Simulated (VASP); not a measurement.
TiB2: electric field gradients with PBE

Crystal: TiB2.

```
CELL_PARAMETERS angstrom
3.03283 0.00000 0.00000
-1.51641 2.62651 0.00000
0.00000 0.00000 3.22390
ATOMIC_POSITIONS crystal
Ti 0.00000 0.00000 0.00000
B 0.33333 0.66667 0.50000
B 0.66667 0.33333 0.50000
```

| Quantity | Value |
| --- | --- |
| Program | VASP 6.6.1 |
| Task | electric field gradients |
| Functional | PBE |
| Potentials or basis | VASP PAW PBE potentials, release 64 (Ti_sv, B) |
| Cutoff | 520 eV |
| k mesh | 15 × 15 × 14 |
| Occupations | fermi-dirac, width 0.15 eV |
| Spin | no spin polarisation |
| Dipole correction | no |
| Further INCAR settings | ALGO = Normal; EDIFF = 1e-08; NBANDS = 16 |

```
Pressure               : 0.2 GPa
Band gap on the k mesh : none (metal or under the smearing width)
```

Levels at points of the mesh, in eV from the Fermi level:
```
           k point  band 6  band 7  band 8  band 9  band 10  band 11  band 12  band 13
(0.00, 0.00, 0.00)   -2.61   -2.61   -2.29   -2.10     1.90     1.90     3.67     3.67
(0.00, 0.00, 0.50)   -7.60   -0.56   -0.56   -0.19    -0.19     0.44     0.44     1.67
```

Electric field gradients, principal values (V/Å²):
```
atom     Vxx     Vyy     Vzz
1 Ti  -8.742  -8.745  17.487
 2 B  -2.270  -2.270   4.541
 3 B  -2.270  -2.270   4.541
```

Wall time 94 s on 1 thread of Intel(R) Xeon(R) Platinum 8259CL CPU @ 2.50GHz (Skylake/Cascade Lake), with other jobs on the host, peak memory 0.21 GiB.
